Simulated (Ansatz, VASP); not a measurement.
# MgO (Periclase) in two plane-wave programs

Aim: how closely do two programs agree when they are given the same cell, functional and k mesh?

Method: plane waves, with VASP 6.6.1 beside it; single point at HSE06, in Ansatz 0.2.0.

The database entry behind the starting cell differs from later determinations by our own check (about 0.1 % long), so it need not match the best structure at ambient conditions.

### 1. The starting structure

Symmetry: Fm-3m, No. 225, cubic system. Conventional cell: a = 4.217 Å, b = 4.217 Å, c = 4.217 Å, α = 90.00°, β = 90.00°, γ = 90.00°. Mg has 6 O at 2.11 Å nearest. O has 6 Mg at 2.11 Å nearest. Farther neighbours and most contacts between anions are not listed.

### 2. VASP: single point, HSE06

A single point gives forces, pressure and levels at one fixed geometry, so differences don't come from the geometry; what else differs is listed under the comparison.

Lines of VASP's logs that name or quote its potential files are left out, and so is its time.

The run reads the wave functions of an earlier VASP run, which isn't shown here.

The input, INCAR:

```
SYSTEM = MgO
PREC = Accurate
ENCUT = 440
EDIFF = 1E-08
NELM = 100
ISMEAR = 0
SIGMA = 0.01
LREAL = .FALSE.
ALGO = Normal
LHFCALC = .TRUE.
AEXX = 0.25
GGA = PE
HFSCREEN = 0.2
LASPH = .TRUE.
NBANDS = 10
PRECFOCK = Fast
LORBIT = 11
LWAVE = .TRUE.
LCHARG = .FALSE.
KPAR = 8
```

The input, POSCAR:

```
MgO
1.0
    0.0000000000      2.1085000000      2.1085000000
    2.1085000000      0.0000000000      2.1085000000
    2.1085000000      2.1085000000      0.0000000000
Mg O
1 1
Direct
    0.0000000000      0.0000000000      0.0000000000
    0.5000000000      0.5000000000      0.5000000000
```

The input, KPOINTS:

```
Automatic mesh
0
Gamma
6 6 6
0 0 0
```

PAW data sets: Mg_GW and O_GW (PBE family, release 64).

The run is started by

```sh
$ mpirun -np 8 vasp_std
```

Numbers of over 12 decimals in the logs are rounded to 6 here.

The program printed:

```text
[banner, memory and clock lines left out]
running    8 mpi-ranks, on    1 nodes
 distrk:  each k-point on    1 cores,    8 groups
 distr:  one band on    1 cores,    1 groups

 POSCAR found type information on POSCAR MgO
 POSCAR found :  2 types and       2 ions
|                                                                             |
|           W    W    AA    RRRRR   N    N  II  N    N   GGGG   !!!           |
|           W    W   A  A   R    R  NN   N  II  NN   N  G    G  !!!           |
|           W    W  A    A  R    R  N N  N  II  N N  N  G       !!!           |
|           W WW W  AAAAAA  RRRRR   N  N N  II  N  N N  G  GGG   !            |
|           WW  WW  A    A  R   R   N   NN  II  N   NN  G    G                |
|           W    W  A    A  R    R  N    N  II  N    N   GGGG   !!!           |
|                                                                             |
|     For optimal performance we recommend to set                             |
|       NCORE = 2 up to number-of-cores-per-socket                            |
|     NCORE specifies how many cores store one orbital (NPAR=cpu/NCORE).      |
|     This setting can greatly improve the performance of VASP for DFT.       |
|     The default, NCORE=1 might be grossly inefficient on modern             |
|     multi-core architectures or massively parallel machines. Do your        |
|     Unfortunately you need to use the default for GW and RPA                |
|     calculations (for HF NCORE is supported but not extensively tested      |
|     yet).                                                                   |
|                                                                             |

 LDA part: xc-table for (Slater+PW92), standard interpolation
 found WAVECAR, reading the header
 POSCAR, INCAR and KPOINTS ok, starting setup
 FFT: planning ... GRIDC
 FFT: planning ... GRID_SOFT
 FFT: planning ... GRID
 reading WAVECAR
 the WAVECAR file was read successfully
 initial charge from wavefunction
 entering main loop
       N       E                     dE             d eps       ncg     rms          rms(c)
DAV:   1    -0.142531728589E+02   -0.14253E+02   -0.32771E-01   340   0.668E+00    0.310E-01
DAV:   2    -0.142543273264E+02   -0.11545E-02   -0.21925E-03   428   0.469E-01    0.217E-01
DAV:   3    -0.142537570790E+02    0.57025E-03   -0.39478E-04   352   0.125E-01    0.138E-01
DAV:   4    -0.142535778339E+02    0.17925E-03   -0.80672E-05   454   0.133E-01    0.824E-02
DAV:   5    -0.142535162533E+02    0.61581E-04   -0.23679E-05   396   0.918E-02    0.465E-02
DAV:   6    -0.142534961089E+02    0.20144E-04   -0.79610E-06   418   0.510E-02    0.265E-02
DAV:   7    -0.142534896126E+02    0.64963E-05   -0.27518E-06   412   0.262E-02    0.156E-02
DAV:   8    -0.142534875659E+02    0.20467E-05   -0.10142E-06   422   0.153E-02    0.922E-03
DAV:   9    -0.142534868394E+02    0.72659E-06   -0.34444E-07   410   0.940E-03    0.545E-03
DAV:  10    -0.142534866356E+02    0.20373E-06   -0.12107E-07   424   0.574E-03    0.323E-03
DAV:  11    -0.142534865297E+02    0.10594E-06   -0.43729E-08   402   0.339E-03    0.192E-03
DAV:  12    -0.142534865190E+02    0.10667E-07   -0.16087E-08   342   0.201E-03    0.115E-03
DAV:  13    -0.142534865131E+02    0.59429E-08   -0.54709E-09   184   0.121E-03
   1 F= -.14253487E+02 E0= -.14253487E+02  d E =-.206320E-22
 writing wavefunctions
```

Parts of OUTCAR (step 2):

```text
ion  position               nearest neighbor table
   1  0.000  0.000  0.000-   2 2.11   2 2.11   2 2.11   2 2.11   2 2.11   2 2.11
   2  0.500  0.500  0.500-   1 2.11   1 2.11   1 2.11   1 2.11   1 2.11   1 2.11

  LATTYP: Found a face centered cubic cell.
 ALAT       =     4.2170000000

 Subroutine GETGRP returns: Found 48 space group operations
 (whereof 48 operations were pure point group operations)

The static configuration has the point symmetry O_h .

 Found     16 irreducible k-points:

   k-points           NKPTS =     16   k-points in BZ     NKDIM =    216   number of bands    NBANDS=     10

   dimension x,y,z NGX =    20 NGY =   20 NGZ =   20
   dimension x,y,z NGXF=    40 NGYF=   40 NGZF=   40

   ENCUT  =  440.0 eV  32.34 Ry    5.69 a.u.   5.10  5.10  5.10*2*pi/ulx,y,z

   NELECT =       8.0000    total number of electrons

 k-points in reciprocal lattice and weights: Automatic mesh
   0.00000000  0.00000000  0.00000000       0.005
   0.16666667  0.00000000  0.00000000       0.037
   0.33333333  0.00000000  0.00000000       0.037
   0.50000000  0.00000000  0.00000000       0.019
   0.16666667  0.16666667  0.00000000       0.028
   0.33333333  0.16666667  0.00000000       0.111
   0.50000000  0.16666667  0.00000000       0.111
  -0.33333333  0.16666667  0.00000000       0.111
  -0.16666667  0.16666667  0.00000000       0.056
[...]
-0.33333333  0.33333333  0.16666667       0.111
  -0.33333333  0.50000000  0.16666667       0.056

  exchange ACFDT corr.  =         0.00000000  see jH, gK, PRB 81, 115126

 average (electrostatic) potential at core
       1 -30.8449       2 -63.5008

 E-fermi :   1.9608

 k-point     1 :       0.0000    0.0000    0.0000
  band No.  band energies     occupation
      1     -16.9129      2.00000
      2       1.8953      2.00000
      3       1.8953      2.00000
      4       1.8955      2.00000
      5       8.3256      0.00000
      6      19.6623      0.00000
      7      19.6623      0.00000
      8      19.6623      0.00000
      9      23.5805      0.00000
    ...

 k-point     2 :       0.1667    0.0000    0.0000
  band No.  band energies     occupation
      1     -16.6165      2.00000
      2       0.3398      2.00000
      3       1.7098      2.00000
      4       1.7100      2.00000
      5       9.7918      0.00000
      6      17.3065      0.00000
      7      20.2597      0.00000
      8      20.2597      0.00000
      9      24.1589      0.00000
    ...

 k-point     3 :       0.3333    0.0000    0.0000
  band No.  band energies     occupation
      1     -15.9575      2.00000
      2      -1.9934      2.00000
      3       1.3553      2.00000
      4       1.3555      2.00000
      5      11.3673      0.00000
      6      16.3006      0.00000
      7      20.4430      0.00000
      8      20.4430      0.00000
      9      24.9545      0.00000
    ...

  energy-cutoff  :      440.00
  volume of cell :       18.75
      direct lattice vectors                 reciprocal lattice vectors
     0.000000000  2.108500000  2.108500000    -0.237135404  0.237135404  0.237135404
     2.108500000  0.000000000  2.108500000     0.237135404 -0.237135404  0.237135404
     2.108500000  2.108500000  0.000000000     0.237135404  0.237135404 -0.237135404

 POSITION                                       TOTAL-FORCE (eV/Angst)
 -----------------------------------------------------------------------------------
      0.00000      0.00000      0.00000        -0.000000     -0.000000      0.000000
      2.10850      2.10850      2.10850         0.000000      0.000000     -0.000000
 -----------------------------------------------------------------------------------
    total drift:                                0.000179      0.000262      0.000263

  FREE ENERGIE OF THE ION-ELECTRON SYSTEM (eV)
  ---------------------------------------------------
  free  energy   TOTEN  =       -14.2534865131 eV

  energy  without entropy=      -14.2534865131  energy(sigma->0) =      -14.25348651

 total charge
# of ion       s       p       d       tot
------------------------------------------
    1        0.138   0.174   0.077   0.390
    2        1.521   3.539   0.000   5.060
--------------------------------------------------
tot          1.660   3.713   0.077   5.449

[... 3 further parts left out ...]
```

### 3. Ansatz: single point, HSE06

Ansatz runs on its default PAW (the set named soft_2) files.

The same cell, functional, mesh and smearing now go to Ansatz, which takes its cutoff from its data sets.

The input, input.yaml:

```yaml
crystal:
  lattice:
    - [0.0, 2.1085, 2.1085]
    - [2.1085, 0.0, 2.1085]
    - [2.1085, 2.1085, 0.0]
  atoms:
    - { symbol: Mg, position: [0.0, 0.0, 0.0] }
    - { symbol: O, position: [0.5, 0.5, 0.5] }
hamiltonian:
  xc: { exchange: pbe, correlation: pbe, exx: { coeff: 0.25, omega: 0.2 } }
  pseudopotentials: { kind: paw }
kpoints:
  mp_grid: { grid: [6, 6, 6] }
scf:
  occupations: { method: gaussian, width: 0.01 }
  n_extra_bands: 4
output:
  forces: true
  stress: true
  eigenvalues: true
  write_density: true
  write_potential: true
  elf: true
  volumetric_format: npy
```

The run is started by

```sh
$ ansatz run input.yaml --threads 4 --pin off --max-ram 9216MiB --backend cpu --events-out ev --progress --plain --runs-dir out
```

The program printed:

```text
Warning: output.stress: scf.convergence.dr2_threshold = 1e-7 eV (the SCF's general default) is looser than the 2e-10 eV advised for a printed stress (1e-10 eV for each atom of the cell: 2). What an SCF threshold leaves in a stress goes as its square root, and in the free energy as the threshold itself, and one threshold admits the most on a small cell: [figures from the program's tests cut] Set scf.convergence.dr2_threshold to 2e-10 eV or tighter. The threshold is an SCF's pass mark: one that does not reach it within its budget of iterations ends unconverged, or closes short of it on a stop that the run arms, and scf.convergence.dr2_threshold's page says what that costs each kind of run
Warning: output.stress: scf.exx.energy_threshold = 1e-6 eV is looser than the 2e-8 eV advised for a stress under a hybrid functional (1e-8 eV for each atom of the cell: 2). Every SCF of the exchange loop can meet its threshold on dr2 while the loop round them stops early: no threshold on dr2 bounds what that leaves in the stress. Set scf.exx.energy_threshold to 2e-8 eV or tighter. The threshold is the loop's pass mark: a loop that does not reach it within its budget of cycles ends unconverged, and scf.exx.energy_threshold's page has the law
scf.n_extra_bands = 4 over 8 filled bands (N_el = 16.0): the run solves 12 bands
Engine: ansatz 0.2.0, x86_64-unknown-linux-gnu
Pseudopotentials: kind: paw
Pseudopotential: Mg, paw, valence charge 10, recommended cutoff 420 eV (normal), Mg.paw.azcp
Pseudopotential: O, paw, valence charge 6, recommended cutoff 420 eV (normal), O.paw.azcp
Functional definition: unnamed
  parameter a_1 = 0.25
  parameter omega_1 = 0.2/angstrom
  exchange = pbe_x + (-a_1)*pbe_x_sr(omega_1) + a_1*exact_x_sr(omega_1)
  correlation = pbe_c
Crystal: 2 atoms, lattice volume = 18.748 Å³
Basis set: ecut = 420 eV, 339 PW (Γ), exchange–correlation on 40×40×40 points (8 copies of the dense FFT grid, shifted against one another)
Bands: 12, of which v1, the nominal top of the filled ones, is band 8 counted from 1 (7 counted from 0)
Symmetry: 48 space group operations
Space group: Fm-3m (ITA 225), of the structure as read, at distance tolerance 2.7e-5 Å
k-points: 16 of 216
Non-local potential: Mg, projectors of the file, l = 0: 3, l = 1: 2, l = 2: 1
Non-local potential: O, projectors of the file, l = 0: 2, l = 1: 2, l = 2: 1
PAW form: soft (Blöchl's): semilocal exchange-correlation on the pseudo side does not see the compensation charge
PAW frozen core: Mg, regenerated for the run's functional, and the local potential with it (the file was generated under x = pbe(κ = 0.804, μ = 0.219515), c = pbe(β = 0.066725))
PAW frozen core: O, regenerated for the run's functional, and the local potential with it (the file was generated under x = pbe(κ = 0.804, μ = 0.219515), c = pbe(β = 0.066725))
PAW one-centre angular grid: Mg, 110 points (default); XC on 96 Gauss nodes
PAW one-centre angular grid: O, 110 points (default); XC on 96 Gauss nodes
Initial density: superposition of atomic densities (neutral atoms: chi_scale 0, normalization atom), corrected by the library's trained network
Initial wavefunctions: pseudopotential atomic-orbital guess
Functional: x = pbe(κ = 0.804, μ = 0.219515), c = pbe(β = 0.066725), warm-up for x = pbe(κ = 0.804, μ = 0.219515) + 0.25 (exact − pbe) at short range (hse, ω = 0.2 Å⁻¹), c = pbe(β = 0.066725)
SCF iter   1: F=—  HF=-2494.133072 eV  |F-HF|=—  |Δ(HF+E_count)|=         —  Δρ=6.11e-4  dr2=1.96e-5  ethr=1.77e-3  ⟨swp⟩=2.0  Hψ=1258  notcnv=0
preconditioner: auto → none  [insulator: Δε(μ)=4.706 eV  Ē_g=18.511 eV  σ=0.010 eV  W_gap=1.00  n_scr=8 (ndim 8)  ℏωp=24.3 eV  f_vac=0.000  D(μ)=0.00/eV (n_scr^D=0)]
SCF iter   2: F=-2494.133226 eV  HF=-2494.133187 eV  |F-HF|=3.91e-5  |Δ(HF+E_count)|=   1.15e-4  Δρ=2.91e-4  dr2=3.17e-6  ethr=1.23e-7  ⟨swp⟩=3.8  Hψ=471  notcnv=0  defer=4
SCF 1 stopped early in 2 iterations: F = -2494.133226 eV  dr2 = 3.17e-6
  greatest PAW one-centre occupation: 1.000 electrons in one spin orbital (limit 2), on the Mg atom at site 0 (counted from 0), in its partial waves of l = 0
Initial density: handed on by an earlier stage of this run
Initial wavefunctions: those handed on with the density
Functional: x = pbe(κ = 0.804, μ = 0.219515) + 0.25 (exact − pbe) at short range (hse, ω = 0.2 Å⁻¹), c = pbe(β = 0.066725)
Exchange kernel: α = 0.2500, screened, ω = 0.2000 Å⁻¹, Wigner–Seitz truncation, v(0) = 1118.4700 eV·Å³, q-mesh 6×6×6, nearest image of the exchange supercell L = 17.89 Å, pair-density grid 12×12×12, without the augmentation charges, whose exchange is taken in its separable form by FFT convolution over the k-point mesh (sized by the pseudopotential files, 18×18×18 at the most), smooth part of the exact exchange by density-matrix convolution
Frozen-core exchange: fock
SCF iter   1: F=—  HF=-2494.350171 eV  |F-HF|=—  |Δ(HF+E_count)|=         —  Δρ=7.75e-3  dr2=5.85e-3  ethr=1.98e-7  ⟨swp⟩=6.1  Hψ=916  notcnv=0
preconditioner: auto → none  [insulator: Δε(μ)=6.434 eV  Ē_g=21.062 eV  σ=0.010 eV  W_gap=1.00  n_scr=8 (ndim 8)  ℏωp=24.3 eV  f_vac=0.000  D(μ)=0.00/eV (n_scr^D=0)]
SCF iter   2: F=—  HF=-2494.347867 eV  |F-HF|=—  |Δ(HF+E_count)|=   2.30e-3  Δρ=3.82e-3  dr2=1.20e-3  ethr=1.98e-7  ⟨swp⟩=3.9  Hψ=538  notcnv=0
SCF iter   3: F=—  HF=-2494.350735 eV  |F-HF|=—  |Δ(HF+E_count)|=   2.87e-3  Δρ=1.46e-3  dr2=4.50e-4  ethr=1.98e-7  ⟨swp⟩=4.0  Hψ=583  notcnv=0
SCF iter   4: F=—  HF=-2494.350622 eV  |F-HF|=—  |Δ(HF+E_count)|=   1.14e-4  Δρ=5.54e-4  dr2=5.68e-5  ethr=1.98e-7  ⟨swp⟩=4.0  Hψ=552  notcnv=0
iter 5 solved again at ethr=2.69e-9 eV; its pass at ethr=1.98e-7 eV (dr2=4.30e-7 eV) is discarded
SCF iter   5: F=—  HF=-2494.350609 eV  |F-HF|=—  |Δ(HF+E_count)|=   1.34e-5  Δρ=7.58e-5  dr2=3.88e-6  ethr=2.69e-9  ⟨swp⟩=2.5  Hψ=706  notcnv=0
SCF iter   6: F=-2494.350627 eV  HF=-2494.350631 eV  |F-HF|=4.14e-6  |Δ(HF+E_count)|=   2.23e-5  Δρ=9.87e-5  dr2=2.10e-6  ethr=2.64e-9  ⟨swp⟩=3.4  Hψ=424  notcnv=0
SCF 2 stopped early in 6 iterations: F = -2494.350627 eV  dr2 = 2.10e-6
hybrid outer 1: dexx = +3.459e-3 eV, tail = 3.76e-5 eV
Exchange kernel: α = 0.2500, screened, ω = 0.2000 Å⁻¹, Wigner–Seitz truncation, v(0) = 1118.4700 eV·Å³, q-mesh 6×6×6, nearest image of the exchange supercell L = 17.89 Å, pair-density grid 12×12×12, without the augmentation charges, whose exchange is taken in its separable form by FFT convolution over the k-point mesh (sized by the pseudopotential files, 18×18×18 at the most), smooth part of the exact exchange by density-matrix convolution
Frozen-core exchange: fock
SCF iter   1: F=—  HF=-2494.350596 eV  |F-HF|=—  |Δ(HF+E_count)|=         —  Δρ=7.17e-5  dr2=8.34e-7  ethr=1.18e-6  ⟨swp⟩=2.0  Hψ=384  notcnv=0
preconditioner: auto → none  [insulator: Δε(μ)=6.470 eV  Ē_g=21.054 eV  σ=0.010 eV  W_gap=1.00  n_scr=8 (ndim 8)  ℏωp=24.3 eV  f_vac=0.000  D(μ)=0.00/eV (n_scr^D=0)]
SCF iter   2: F=—  HF=-2494.350596 eV  |F-HF|=—  |Δ(HF+E_count)|=   2.44e-7  Δρ=1.72e-5  dr2=4.44e-8  ethr=5.04e-9  ⟨swp⟩=3.5  Hψ=450  notcnv=0
SCF iter   3: F=—  HF=-2494.350596 eV  |F-HF|=—  |Δ(HF+E_count)|=   1.70e-7  Δρ=1.49e-5  dr2=2.92e-8  ethr=1.21e-10  ⟨swp⟩=4.0  Hψ=555  notcnv=0
SCF iter   4: F=-2494.350596 eV  HF=-2494.350596 eV  |F-HF|=1.99e-10  |Δ(HF+E_count)|=   1.06e-8  Δρ=1.56e-6  dr2=5.77e-10  ethr=1.21e-10  ⟨swp⟩=3.0  Hψ=380  notcnv=0
SCF 3 converged in 4 iterations: F = -2494.350596 eV  dr2 = 5.77e-10
  Residual-converged pass: ⟨swp⟩=2.9  Hψ=342  notcnv=0  max |occ|·‖R‖ = 2.3e-6 eV (tolerance 2.4e-6 eV)  dr2=5.73e-10  dr2_onsite=7.55e-11  max |Δocc| = 0.0e0
hybrid outer 2: dexx = +1.379e-7 eV, tail = 1.06e-8 eV, Δε = 3.61e-3 eV (about 1.33e-4 eV left of the loop's levels)
hybrid SCF converged: 2 outer / 10 inner (+2 warm-up), last move |dexx| = 1.38e-7 eV, tail = 1.06e-8 eV
Stability not checked: this state was not tested for a lower state beside it, because the functional holds exact exchange (a hybrid, or Hartree-Fock), whose exchange loop this test does not read (fock_operator; see scf.lower_state_search)
Free energy (F): -2494.350596 eV
Frozen-core exchange: fock
Harris-Foulkes:  -2494.350596 eV  (|F-HF|=1.99e-10)
Internal energy: -2494.350596 eV  (E = F + TS)
E sigma→0 (E₀):  -2494.350596 eV
Fermi energy:    10.060551 eV
--- Per-component energies (eV) ---
  E_band       = -340.959563
  E_kinetic    = 256.731420
  E_local      = -1604.968119  (includes V_loc(G=0)·N_el)
  E_nonlocal   = 141.074198
  E_hartree    = 556.112581
  E_xc         = -84.717841
  E_vxc        = -107.597364  (∫ρ·V_xc dr)
  E_exx        = -71.731350  (= α·E_x^exact, valence–valence)
  E_paw        = -398.935551  (= ΣΔE_a)
  E_vpaw       = 5.035161  (= ΣTr[D̂ρ^β])
  E_aug_tail   = 0.002497  (compensation charges beyond the density's cutoff)
  E_ewald      = -1287.856876
  E_core_change = -0.061555  (= ΣΔE_core)
  E_smearing   = -0.000000  (= −TS)
  E_closure    = 0.000001  (closes the sum)
  Σ components = -2494.350596   (vs F -2494.350596, Δ=4.55e-13)
--- Forces (eV/Å), atoms counted from 1 ---
  atom   1  Mg    -0.00000000     0.00000000     0.00000000
  atom   2  O      0.00000000    -0.00000000    -0.00000000
  max |Σ_I F_I| component: 1.69e-29 eV/Å
--- Stress (GPa, compression-positive) ---
       -1.827572      -0.000000      -0.000000
        0.000000      -1.827572      -0.000000
       -0.000000      -0.000000      -1.827572
  P = ⅓ Tr σ = -1.8276 GPa (-18.276 kbar)
--- Band table (eV; the first three rows and the last of 16) ---
  k-point 0: bands = [... 4 lower, -11.9716, 6.8261, 6.8261, 6.8261, 13.2950, 24.6122, 24.6122, 24.6122]
  k-point 1: bands = [... 4 lower, -11.6668, 5.2705, 6.6376, 6.6376, 14.7572, 22.2462, 25.2185, 25.2185]
  k-point 2: bands = [... 4 lower, -10.9862, 2.9475, 6.2852, 6.2852, 16.3292, 21.2512, 25.4703, 25.4703]
  k-point 15: bands = [... 4 lower, -10.3175, 3.0505, 4.4456, 5.0465, 19.2648, 20.2704, 21.4590, 25.5599]
```

It took 4.5 s on 4 threads of Intel Xeon Platinum 8375C at 2.90GHz (Ice Lake), shared host; peak memory 0.74 GiB; 10 s of CPU time.

The column dr2 measures how far the density is from self-consistency, as an energy; F and HF (Harris–Foulkes) agree once it is small.

The run ends at a pressure of -1.83 GPa.

### 4. Differences

Known differences besides the potentials themselves: exact exchange at q = 0 is treated differently, which shows on coarse meshes; VASP keeps PBE cores, Ansatz makes them for the functional; the data sets hold 16 valence electrons in Ansatz (default PAW (the set named soft_2) files) and 8 in VASP; the cutoff is 420 eV in Ansatz and 440 eV in VASP; VASP takes a coarser grid for exact exchange (PRECFOCK = Fast). Total energies have different zeros and are not compared.

The two programs side by side:

```csv
quantity,Ansatz,VASP,difference
gap on the k mesh (eV),6.469,6.430,+0.039
```

A gap on the mesh is an upper bound, since the band edges may lie between its points.

### 5. Results

```yaml
difference_in_gap_on_the_k_mesh_single_point_hse06: 0.039 eV
```

**Reading.** The difference in gap on the k mesh is 0.039 eV (single point, HSE06), within the 0.08 eV picked in this series as the mark of a large difference. How closely two codes agree says nothing of how well the functional describes the real material.

[Lines on the potential files, build, host, timing and source positions are cut from VASP's logs without a mark.]

[Logs are printed without paths, hosts, clocks, repeated set-up lines and the standing remarks that a program may print on its own settings, such as how far it seeks lower states.]

[Hosts, paths, dates, database ids (printed as entryN), source tags and the programs' standing remarks are cut or masked in the printed files.]
